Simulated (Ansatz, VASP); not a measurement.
SnO in VASP and in Ansatz

```
CELL_PARAMETERS angstrom
3.30311 0.00000 0.00000
0.00000 5.75770 0.00000
0.00000 0.00000 4.00081
ATOMIC_POSITIONS crystal
Sn 0.00000 0.22944 0.51726
Sn 0.50000 0.77056 0.01726
O 0.00000 0.89353 0.73274
O 0.50000 0.10647 0.23274
```

Alike in both runs: task single point; functional LDA; k mesh 8 × 4 × 6; no spin polarisation.

|  | VASP | Ansatz |
| --- | --- | --- |
| version | VASP 6.6.1 | Ansatz 0.2.0 |
| potentials or method | VASP PAW LDA potentials, release 64 (Sn_d, O) | plane waves, PAW |
| plane-wave cutoff (eV) | 520 | 420 |
| occupations | gaussian, width 0.01 eV | fixed |
| valence electrons in the cell | 40 | 40 |

VASP gave:

- gap on the k mesh at the Fermi level (eV): 1.37
- pressure (GPa): -1.5
- largest component of the traceless stress (GPa): 0.11
- rms of the force components (eV/Å): 0.018

**Question.** Estimate Ansatz's values.

**Answer.** gap on the k mesh at the Fermi level (eV): 1.39; pressure (GPa): -1.9; largest component of the traceless stress (GPa): 0.21; rms of the force components (eV/Å): 0.063.

Atom by atom the forces differ by 0.048 eV/Å (rms over components).

Caveats: spin-orbit coupling is left out, which moves the levels of the heavy elements. As with any semilocal functional, this LDA gap is likely too small. A k mesh can miss the band edges.
